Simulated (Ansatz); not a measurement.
Al₂O₃: energy above lowest point and pressure against volume per atom

Results calculated with Ansatz 0.2.0 development build, not measured. Equation of state of a cubic crystal from periodic Kohn-Sham density functional theory without spin; pressure corrected for the finite basis.

Cell of the first row (space group Pn-3m, No. 224):
```
CELL_PARAMETERS angstrom
4.52360 0.00000 0.00000
0.00000 4.52360 0.00000
0.00000 0.00000 4.52360
ATOMIC_POSITIONS crystal
Al 0.25000 0.25000 0.25000
Al 0.75000 0.75000 0.25000
Al 0.75000 0.25000 0.75000
Al 0.25000 0.75000 0.75000
O 0.50000 0.00000 0.00000
O 0.00000 0.50000 0.00000
O 0.00000 0.00000 0.50000
O 0.50000 0.50000 0.00000
O 0.50000 0.00000 0.50000
O 0.00000 0.50000 0.50000
```

Settings of every row: formula Al2O3; structure type cubic X2O3; functional PBE; spin treatment none; k mesh 24x24x24; occupation method fermi-dirac; occupation width 0.061225619 eV; wave cutoff 420 eV; datasets soft-1 PAW; density cutoff ratio 4.

Limits: a cubic model structure, not a phase known at ambient conditions.

```csv
row,volume per atom (Å³),energy above lowest point (meV/atom),pressure (GPa)
1,9.257,22.17,12.879
2,9.454,9.34,8.071
3,9.651,2.14,3.728
4,9.848,0,-0.195
5,10.045,2.45,-3.739
6,10.242,9.05,-6.938
7,10.438,?,?
```

Question: what energy above lowest point and pressure should row 7 give?

Worked fit of energy above lowest point. Take u = (V_r/V)^(2/3) − 1 with V_r = 9.7495 Å³ an atom, which is twice the finite (Eulerian) strain; such expansions in the strain, on which the Birch-Murnaghan equation of state is built, carry the rest volume and the bulk modulus. The shown rows have u = 0.03516, 0.02073, 0.00679, -0.00668, -0.01971, -0.03232. Least squares give energy above lowest point = 0.466 + 157.21 × u + 13083.2 × u² meV/atom; a straight line predicts inner rows, each left out in turn, worse (root mean square 5.7 against 0.0059 meV/atom). The rows lie off it by 0.00, -0.01, 0.00, 0.00, 0.00, 0.00. Its lowest point lies at u = -0.0060, or V = 9.838 Å³ an atom, and the curvature there gives the bulk modulus at fixed shape and fractions, B = (4/9)(1 + u)² E″(u)/V = 187 GPa. The withheld row has u = -0.04447, so the fit gives 0.466 + 157.21 × (-0.04447) + 13083.2 × (-0.04447)² = 19.35 meV/atom.

The calculation gave 19.38 meV/atom. The fit lies 0.03 meV/atom (0.14 % of the column's range) below it; its largest miss of a shown row is 0.01 meV/atom. This row lies beyond the range of the fit.

Worked fit of pressure. Take u = (V_r/V)^(2/3) − 1 with V_r = 9.7495 Å³ an atom, which is twice the finite (Eulerian) strain; such expansions in the strain, on which the Birch-Murnaghan equation of state is built, carry the rest volume and the bulk modulus. The shown rows have u = 0.03516, 0.02073, 0.00679, -0.00668, -0.01971, -0.03232. Least squares give pressure = 1.7169 + 291.125 × u + 734.92 × u² + 402 × u³ GPa; a parabola predicts inner rows, each left out in turn, worse (root mean square 0.005 against 0.00064 GPa). All shown rows lie on it to the printed digit. The pressure vanishes at u = -0.0060, or V = 9.838 Å³ an atom, and there the bulk modulus at fixed shape and fractions is B = −V dP/dV = (2/3)(1 + u) dP/du = 187 GPa. The withheld row has u = -0.04447, so the fit gives 1.7169 + 291.125 × (-0.04447) + 734.92 × (-0.04447)² + 402 × (-0.04447)³ = -9.811 GPa.

The calculation gave -9.827 GPa. The fit lies 0.016 GPa (0.07 % of the column's range) above it; its largest miss of a shown row is 0.000 GPa. This row lies beyond the range of the fit.
